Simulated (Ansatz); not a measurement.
**WSe2: band gap under strain**

How does strain move the band edges of WSe2 in the database structure, and do the functionals agree on it? States: -5.3 % strain along x alone; -2.8 % biaxial strain in x and y, z held.

Program: Ansatz 0.2.0. PAW datasets, plane waves. Spin-unpolarised throughout; all numbers are computed.

### 1 Starting point

The unstrained cell was relaxed with r2SCAN+rVV10; in each strained cell the atoms were relaxed again with r2SCAN+rVV10. Names of k-points are those of the unstrained zone, where strain can split equivalent points. First state: -5.3 % strain along x alone.

It is orthorhombic, Amm2 (No. 38); a = 7.184 Å, b = 3.123 Å, c = 5.711 Å in the conventional setting, 21.35 Å³ an atom. Around W lie 6 Se at 2.50–2.54 Å; around Se lie 3 W at 2.50–2.54 Å.

Coordinates:

```cif
data_structure
_symmetry_space_group_name_H-M 'P 1'
_symmetry_Int_Tables_number 1
_cell_length_a 3.1228
_cell_length_b 3.2545
_cell_length_c 7.1843
_cell_angle_alpha 90.000
_cell_angle_beta 90.000
_cell_angle_gamma 118.670
_cell_volume 64.06
loop_
_atom_site_label
_atom_site_type_symbol
_atom_site_fract_x
_atom_site_fract_y
_atom_site_fract_z
_atom_site_occupancy
W1 W 0.00222 0.00444 0.00000 1
Se1 Se 0.33222 0.66445 0.23627 1
Se2 Se 0.33222 0.66445 0.76373 1
```

### 2 -5.3 % strain along x alone: PBE

input.yaml reads:

```yaml
crystal:
  lattice:
    - [3.1227901771, 0.0, 0.0]
    - [-1.5613950885, 2.8554699863, 0.0]
    - [0.0, 0.0, 7.1842669523]
  atoms:
    - { symbol: W, position: [0.0022192377, 0.0044384755, 0.0] }
    - { symbol: Se, position: [0.3322237145, 0.664447429, 0.2362724355] }
    - { symbol: Se, position: [0.3322237145, 0.664447429, 0.7637275645] }
kpoints:
  mp_grid: { grid: [12, 12, 4] }
  band_path:
    path:
      - [0.0, 0.0, 0.0]
      - [0.5, 0.0, 0.0]
      - [0.3333333333, 0.3333333333, 0.0]
      - [0.0, 0.0, 0.5]
      - [0.5, 0.0, 0.5]
      - [0.3333333333, 0.3333333333, 0.5]
      - [0.325521, 0.335937, -0.5]
      - [0.356771, -0.179687, 0.0]
    npoints: 1
hamiltonian:
  xc: pbe
scf:
  occupations: { method: fermi_dirac, width: 0.02 }
  n_extra_bands: 4
output:
  forces: true
  stress: true
  eigenvalues: true
```

Command:

```sh
$ ansatz run input.yaml --threads 4 --pin off --max-ram 5529MiB --backend cpu --events-out ev --progress --plain --runs-dir out
```

The runs that follow: -5.3 % strain along x alone: r2SCAN; -5.3 % strain along x alone: HSE06; -2.8 % biaxial strain in x and y, z held: PBE; -2.8 % biaxial strain in x and y, z held: r2SCAN; -2.8 % biaxial strain in x and y, z held: HSE06.

What does the calculation give?

The runs gave:

Least gap in eV (negative: overlap):

| state | PBE | r2SCAN | HSE06 |
| --- | --- | --- | --- |
| -5.3 % strain along x alone | 1.16 | 1.31 | 1.67 |
| -2.8 % biaxial strain in x and y, z held | 1.20 | 1.34 | 1.70 |

Where both were run, the HSE06 gap lies +0.51 eV from PBE's, each on its own k points. In PBE the gap is least under -5.3 % strain along x alone (1.16 eV) and largest under -2.8 % biaxial strain in x and y, z held (1.20 eV). Spin-orbit coupling is left out of the table, though the cell holds W (Z = 74); in an element this heavy it can shift bands and gaps by tenths of an eV.
